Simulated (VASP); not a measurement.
## How uniaxial stress along [001] changes InP (F-43m)

How do the elastic response and the band edges of InP follow uniaxial stress along [001]?

Program: VASP 6.6.1. Level of theory: LDA; plane waves and PAW (In_d, P), in the first sound run; inputs show where later runs differ. Results are calculated unless marked as measured.

### 1. Starting point

It takes space group F-43m (No. 216, cubic). The conventional cell has a = 5.869 Å, b = 5.869 Å, c = 5.869 Å, α = 90.00°, β = 90.00°, γ = 90.00°. Nearest to In lie 4 P at 2.54 Å. Nearest to P lie 4 In at 2.54 Å. Farther neighbours are not listed.

Structure file:

```xyz
2
Lattice="0.0000 2.9345 2.9345 2.9345 0.0000 2.9345 2.9345 2.9345 0.0000" Properties=species:S:1:pos:R:3 pbc="T T T"
In    0.0000    0.0000    0.0000
P     1.4672    1.4672    1.4672
```

### 2. Relax the crystal, LDA

The series starts from the cell that this level prefers, so that zero strain is near zero stress.

This step took 2 runs in a row; the last is shown.

Level: LDA; plane waves and PAW (In_d, P).

The input, INCAR:

```
SYSTEM = InP
PREC = Accurate
ENCUT = 450
EDIFF = 1E-07
NELM = 120
ISMEAR = 0
SIGMA = 0.02
LREAL = .FALSE.
ALGO = Normal
GGA = CA
NBANDS = 15
LASPH = .TRUE.
LORBIT = 11
LWAVE = .FALSE.
LCHARG = .FALSE.
KPAR = 16
IBRION = 2
NSW = 40
ISIF = 3
EDIFFG = -0.005
POTIM = 0.4
```

The input, POSCAR:

```
InP
1.0
    0.0000000000      2.9143007957      2.9143007957
    2.9143007957      0.0000000000      2.9143007957
    2.9143007957      2.9143007957      0.0000000000
In P
1 1
Direct
    0.0000000000      0.0000000000      0.0000000000
    0.2500000000      0.2500000000      0.2500000000
```

The input, KPOINTS:

```
Automatic mesh
0
Gamma
9 9 9
0 0 0
```

The projector-augmented-wave data sets are In_d and P (LDA family, release 64).

The run is started by

```bash
mpirun -np 16 vasp_std
```

Output:

```text
[banner, memory and clock lines left out]
running   16 mpi-ranks, on    1 nodes
[...]
|                                                                             |
|           W    W    AA    RRRRR   N    N  II  N    N   GGGG   !!!           |
|           W    W   A  A   R    R  NN   N  II  NN   N  G    G  !!!           |
|           W    W  A    A  R    R  N N  N  II  N N  N  G       !!!           |
|           W WW W  AAAAAA  RRRRR   N  N N  II  N  N N  G  GGG   !            |
|           WW  WW  A    A  R   R   N   NN  II  N   NN  G    G                |
|           W    W  A    A  R    R  N    N  II  N    N   GGGG   !!!           |
|                                                                             |
|     For optimal performance we recommend to set                             |
|       NCORE = 2 up to number-of-cores-per-socket                            |
|     NCORE specifies how many cores store one orbital (NPAR=cpu/NCORE).      |
|     This setting can greatly improve the performance of VASP for DFT.       |
[...]
|     Unfortunately you need to use the default for GW and RPA                |
|     calculations (for HF NCORE is supported but not extensively tested      |
|     yet).                                                                   |
|                                                                             |

 LDA part: xc-table for (Slater(with rela. corr.)+CA(PZ))
 , standard interpolation
 POSCAR, INCAR and KPOINTS ok, starting setup
[...]
entering main loop
       N       E                     dE             d eps       ncg     rms          rms(c)
DAV:   1     0.105700730418E+03    0.10570E+03   -0.77610E+03  1050   0.123E+03
DAV:   2    -0.282393452330E+01   -0.10852E+03   -0.10462E+03  1134   0.290E+02
DAV:   3    -0.992338063219E+01   -0.70994E+01   -0.70669E+01  1421   0.768E+01
DAV:   4    -0.101084350261E+02   -0.18505E+00   -0.18500E+00  1282   0.134E+01
[...]
DAV:  11    -0.967374252881E+01   -0.35849E-05   -0.30430E-05  1617   0.873E-02    0.675E-02
DAV:  12    -0.967374019587E+01    0.23329E-05   -0.51618E-06  1337   0.205E-02    0.122E-02
DAV:  13    -0.967374017367E+01    0.22197E-07   -0.42627E-07  1302   0.357E-03
   1 F= -.96737402E+01 E0= -.96737402E+01  d E =-.967374E+01
[...]
reached required accuracy - stopping structural energy minimisation
```

Run time: 2.6 s. Hardware: 16 MPI ranks of AMD EPYC 9R45, shared host; peak memory 2.2 GiB.

The logs omit lines about the potential files and the build; timing stands in the text.

From OUTCAR (step 2):

```text
  Total       -0.0042519     -0.0042519     -0.0042519      0.0000000      0.0000000      0.0000000
  in kB       -0.1376135     -0.1376135     -0.1376135      0.0000000      0.0000000      0.0000000
  external PRESSURE =      -0.1376135 kB  Pullay stress =       0.0000000 kB

 POSITION                                       TOTAL-FORCE (eV/Angst)
 -----------------------------------------------------------------------------------
      0.00000      0.00000      0.00000        -0.000000     -0.000000     -0.000000
      1.45715      1.45715      1.45715         0.000000      0.000000      0.000000
 -----------------------------------------------------------------------------------
    total drift:                               -0.000000     -0.000000     -0.000000

  FREE ENERGIE OF THE ION-ELECTRON SYSTEM (eV)
  ---------------------------------------------------
  free  energy   TOTEN  =        -9.6737401737 eV

  energy  without entropy=       -9.6737401737  energy(sigma->0) =       -9.67374017

 reached required accuracy - stopping structural energy minimisation

[... 3 further parts left out ...]
[key lines of the parts left out:]
E-fermi :   5.2894
```

Numbers from this step:

| Property | Result |
| --- | --- |
| energy(sigma→0) of the program | -9.6737 eV |
| stress, compression positive | xx, yy, zz -0.01, -0.01, -0.01 GPa |
| volume | 49.503 Å³ |
| ionic steps | 1 |

### 3. Strain across the axis, LDA

One member in full: the axis is strained by 0.5 %, and the two directions across it are strained alike until their mean stress is under 0.012 GPa or five steps are spent.

This step took 3 runs, each at a new trial strain with the atoms of the one before; the last is shown.

Level: LDA; plane waves and PAW (In_d, P); cell typed or built by script.

Edit INCAR of step 2 so:

```diff
@@ -15,7 +15,7 @@
 LCHARG = .FALSE.
-KPAR = 16
-IBRION = 2
-NSW = 40
-ISIF = 3
-EDIFFG = -0.005
-POTIM = 0.4
+KPAR = 4
+IBRION = 1
+NSW = 25
+ISIF = 2
+EDIFFG = -0.004
+POTIM = 0.3
```

The input, POSCAR:

```
InP
1.0
    0.0000000000      2.9088517880      2.9288723000
    2.9088517880      0.0000000000      2.9288723000
    2.9088517880      2.9088517880      0.0000000000
In P
1 1
Direct
    0.0000000000      0.0000000000      0.0000000000
    0.2500000000      0.2500000000      0.2500000000
```

KPOINTS is that of step 2.

The run is started by

```bash
mpirun -np 4 vasp_std
```

Output:

```text
[banner, memory and clock lines left out]
running    4 mpi-ranks, on    1 nodes
[...]
LDA part: xc-table for (Slater(with rela. corr.)+CA(PZ))
 , standard interpolation
 POSCAR, INCAR and KPOINTS ok, starting setup
[...]
entering main loop
       N       E                     dE             d eps       ncg     rms          rms(c)
DAV:   1     0.107758305493E+03    0.10776E+03   -0.78189E+03  2257   0.121E+03
DAV:   2    -0.268871865272E+01   -0.11045E+03   -0.10638E+03  2411   0.297E+02
DAV:   3    -0.991773534177E+01   -0.72290E+01   -0.71936E+01  2992   0.782E+01
DAV:   4    -0.101056442189E+02   -0.18791E+00   -0.18785E+00  2779   0.138E+01
[...]
DAV:  11    -0.967350208212E+01   -0.35668E-05   -0.31747E-05  3578   0.896E-02    0.692E-02
DAV:  12    -0.967349972331E+01    0.23588E-05   -0.52183E-06  2782   0.191E-02    0.120E-02
DAV:  13    -0.967349970473E+01    0.18581E-07   -0.46367E-07  2894   0.366E-03
   1 F= -.96734997E+01 E0= -.96734997E+01  d E =-.967350E+01
 BRION: g(F)=  0.528E-44 g(S)=  0.000E+00
 reached required accuracy - stopping structural energy minimisation
```

Elapsed: 8 s, on 4 MPI ranks; peak memory 0.58 GiB; 27 s of CPU time.

OUTCAR, selected parts (step 3):

```text
  Total        0.0000241      0.0000241     -0.0952067      0.0000000      0.0000000      0.0000000
  in kB        0.0007803      0.0007803     -3.0775462      0.0000000      0.0000000      0.0000000
  external PRESSURE =      -1.0253285 kB  Pullay stress =       0.0000000 kB

 POSITION                                       TOTAL-FORCE (eV/Angst)
 -----------------------------------------------------------------------------------
      0.00000      0.00000      0.00000         0.000000      0.000000      0.000000
      1.45443      1.45443      1.46444        -0.000000     -0.000000     -0.000000
 -----------------------------------------------------------------------------------
    total drift:                                0.000001      0.000001      0.000011

  FREE ENERGIE OF THE ION-ELECTRON SYSTEM (eV)
  ---------------------------------------------------
  free  energy   TOTEN  =        -9.6734997047 eV

  energy  without entropy=       -9.6734997047  energy(sigma->0) =       -9.67349970

[... 1 part as in an earlier step ...]

[... 3 further parts left out ...]
[key lines of the parts left out:]
E-fermi :   5.2734
```

Read from the output:

- energy(sigma→0) of the program: -9.6735 eV
- stress, compression positive: xx, yy, zz 0.00, 0.00, -0.31 GPa
- ionic steps: 1

### 4. Band edges, HSE06

Short lines in KPOINTS_OPT sample the zone centre along and across the axis, for masses, and the other valleys.

Level: HSE06; plane waves and PAW (In_d, P); cell typed or built by script.

The input, INCAR:

```
SYSTEM = InP
PREC = Accurate
ENCUT = 450
EDIFF = 1E-06
NELM = 100
ISMEAR = 0
SIGMA = 0.02
LREAL = .FALSE.
ALGO = Normal
LHFCALC = .TRUE.
AEXX = 0.25
GGA = PE
HFSCREEN = 0.2
LASPH = .TRUE.
NBANDS = 14
PRECFOCK = Fast
LWAVE = .FALSE.
LCHARG = .FALSE.
KPAR = 4
```

POSCAR is that of step 3.

The input, KPOINTS:

```
Automatic mesh
0
Gamma
5 5 5
0 0 0
```

The input, KPOINTS_OPT:

```
Line mode
6
Line-mode
Reciprocal
  0.00000000   0.00000000   0.00000000
  0.02330723   0.02330723   0.00000000

  0.00000000   0.00000000   0.00000000
  0.00000000  -0.02314791  -0.02314791

  0.31000000   0.31000000   0.00000000
  0.50000000   0.50000000   0.00000000

  0.00000000   0.31000000   0.31000000
  0.00000000   0.50000000   0.50000000

  0.45000000   0.45000000   0.45000000
  0.50000000   0.50000000   0.50000000

  0.45000000   0.00000000   0.00000000
  0.50000000   0.00000000   0.00000000

  0.42500000   0.42500000   0.00000000
  0.42500000   0.44814791   0.02314791

  0.50000000   0.50000000   0.50000000
  0.48363196   0.51636804   0.50000000
```

The run is started by

```bash
mpirun -np 4 vasp_std
```

Output:

```text
[banner, memory and clock lines left out]
running    4 mpi-ranks, on    1 nodes
[...]
|                                                                             |
|               ----> ADVICE to this user running VASP <----                  |
|                                                                             |
|     You enforced a specific xc type in the INCAR file but a different       |
|     [... a line on the potential file left out ...]
|     I HOPE YOU KNOW WHAT YOU ARE DOING!                                     |
|                                                                             |

 LDA part: xc-table for (Slater+PW92), standard interpolation
 found WAVECAR, reading the header
 POSCAR, INCAR and KPOINTS ok, starting setup
[...]
reading WAVECAR
 the WAVECAR file was read successfully
 initial charge from wavefunction
 entering main loop
       N       E                     dE             d eps       ncg     rms          rms(c)
DAV:   1    -0.100236946317E+02   -0.10024E+02   -0.10958E+00   620   0.186E+01    0.391E+00
DAV:   2    -0.100283366362E+02   -0.46420E-02   -0.83530E-02   686   0.334E+00    0.486E+00
DAV:   3    -0.100241137370E+02    0.42229E-02   -0.80277E-03   752   0.152E+00    0.339E+00
DAV:   4    -0.100231837409E+02    0.93000E-03   -0.16124E-03   728   0.570E-01    0.217E+00
[...]
DAV:   8    -0.100229423046E+02    0.56005E-05   -0.34639E-06   600   0.201E-02    0.292E-01
DAV:   9    -0.100229405758E+02    0.17288E-05   -0.10778E-06   426   0.102E-02    0.175E-01
DAV:  10    -0.100229401842E+02    0.39164E-06   -0.63278E-07   360   0.745E-03
   1 F= -.10022940E+02 E0= -.10022940E+02  d E =-.426211E-18
 Start KPOINTS_OPT (optional k-point list driver)
k-point batch [1-18\48]
       N       E                     dE             ncg
DAV:   1     0.840386450306E+03   -0.25374E+04      504
DAV:   2    -0.159659888094E+04   -0.24370E+04      522
DAV:   3    -0.179761084631E+04   -0.20101E+03      660
DAV:   4    -0.180719770371E+04   -0.95869E+01      598
DAV:   5    -0.180745921902E+04   -0.26152E+00      812
DAV:   6    -0.180746587935E+04   -0.66603E-02      756
DAV:   7    -0.180746598710E+04   -0.10776E-03      792
DAV:   8    -0.180746598877E+04   -0.16707E-05      558
DAV:   9    -0.180746598892E+04   -0.14466E-06      552
[...]
k-point batch [37-48\48]
       N       E                     dE             ncg
DAV:   1     0.312910263455E+04   -0.59121E+04      336
DAV:   2     0.155470582989E+04   -0.15744E+04      348
DAV:   3     0.143811889178E+04   -0.11659E+03      414
DAV:   4     0.143408156267E+04   -0.40373E+01      502
DAV:   5     0.143397669844E+04   -0.10486E+00      498
DAV:   6     0.143397240161E+04   -0.42968E-02      540
DAV:   7     0.143397234085E+04   -0.60761E-04      486
DAV:   8     0.143397234007E+04   -0.77876E-06      368
```

Elapsed: 4.6 min, on 4 MPI ranks; peak memory 1.1 GiB; 17 min of CPU time.

OUTCAR, selected parts (step 4):

```text
  LATTYP: Found a body centered tetragonal cell.
 ALAT       =     4.1137376495
 C/A-ratio  =     1.4239470523

 Subroutine GETGRP returns: Found  8 space group operations
 (whereof  8 operations were pure point group operations)

The static configuration has the point symmetry D_2d.

 Found     18 irreducible k-points:

   k-points           NKPTS =     18   k-points in BZ     NKDIM =    125   number of bands    NBANDS=     14

   dimension x,y,z NGX =    30 NGY =   30 NGZ =   28
   dimension x,y,z NGXF=    60 NGYF=   60 NGZF=   56

   ENCUT  =  450.0 eV  33.07 Ry    5.75 a.u.   7.14  7.14  7.12*2*pi/ulx,y,z

   NELECT =      18.0000    total number of electrons

  exchange ACFDT corr.  =         0.00000000  see jH, gK, PRB 81, 115126

 E-fermi :   5.1100

 k-point     1 :       0.0000    0.0000    0.0000
  band No.  band energies     occupation
    ...
      5     -10.8072      2.00000
      6      -7.8700      2.00000
      7       4.9589      2.00000
      8       4.9940      2.00000
      9       4.9940      2.00000
     10       6.5951      0.00000
     11       9.9108      0.00000
     12       9.9108      0.00000
     13       9.9207      0.00000
     14      14.6769      0.00000

 k-point     2 :       0.2000    0.0000    0.0000
  band No.  band energies     occupation
    ...
      5     -10.8060      2.00000
      6      -7.3760      2.00000
      7       2.1169      2.00000
      8       4.5185      2.00000
      9       4.5522      2.00000
     10       7.6819      0.00000
     11      10.5190      0.00000
     12      10.5330      0.00000
     13      10.6978      0.00000
     14      14.4702      0.00000

 POSITION                                       TOTAL-FORCE (eV/Angst)
 -----------------------------------------------------------------------------------
      0.00000      0.00000      0.00000         0.000000      0.000000      0.000000
      1.45443      1.45443      1.46444        -0.000000     -0.000000     -0.000000
 -----------------------------------------------------------------------------------
    total drift:                               -0.000000     -0.000000      0.000004

  FREE ENERGIE OF THE ION-ELECTRON SYSTEM (eV)
  ---------------------------------------------------
  free  energy   TOTEN  =       -10.0229401842 eV

  energy  without entropy=      -10.0229401842  energy(sigma->0) =      -10.02294018

[... 1 part as in an earlier step ...]

[... 7 further parts left out ...]
```

This run gave:

| Property | Result |
| --- | --- |
| energy(sigma→0) of the program | -10.0229 eV |

(Part 1 of 2 ends here.)

[Lines on the potential files, build, host, timing and source positions are cut from VASP's logs without a mark.]

[Logs are printed without paths, hosts, clocks, repeated set-up lines and the standing remarks that a program may print on its own settings, such as how far it seeks lower states.]

[Hosts, paths, dates, database ids (printed as entryN), source tags and the programs' standing remarks are cut or masked in the printed files.]

[In band tables of VASP the shares of atoms and orbitals are scaled to a sum of 1 inside the atoms' spheres.]
